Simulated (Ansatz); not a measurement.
Start from AlSb in the zinc blende structure (space group F-43m, No. 216; a = 6.157 Å).

It is then changed as follows: the cell is scaled by 0.9546 in all directions, atoms relaxed at fixed cell.

Levels (all Ansatz, a program for electronic structure, PAW, earlier PAW set): PBEsol (420 eV, scalar-relativistic without spin-orbit coupling); HSE06 (420 eV, spin-orbit coupling left out).

The geometry is relaxed with PBEsol.

* **PBEsol lowest conduction level above the VBM at special points**: X 0.86 eV; U 1.48 eV; K 1.48 eV; Γ 2.61 eV

Question: Predict the lowest conduction level above the VBM at special points from HSE06.

Answer: The lowest conduction level above the VBM at special points becomes X 1.49 eV; U 2.14 eV; K 2.14 eV; Γ 3.58 eV (PBEsol: X 0.86 eV; U 1.48 eV; K 1.48 eV; Γ 2.61 eV).

Single points use the geometry relaxed with PBEsol. HSE06 was sampled on its mesh, a few special points and the semilocal edge points, so its gap is an upper bound. The levels and masses belong to the bands next to the band gap. The cells carry an imposed strain or load. Whether these cells are dynamically stable was not tested.
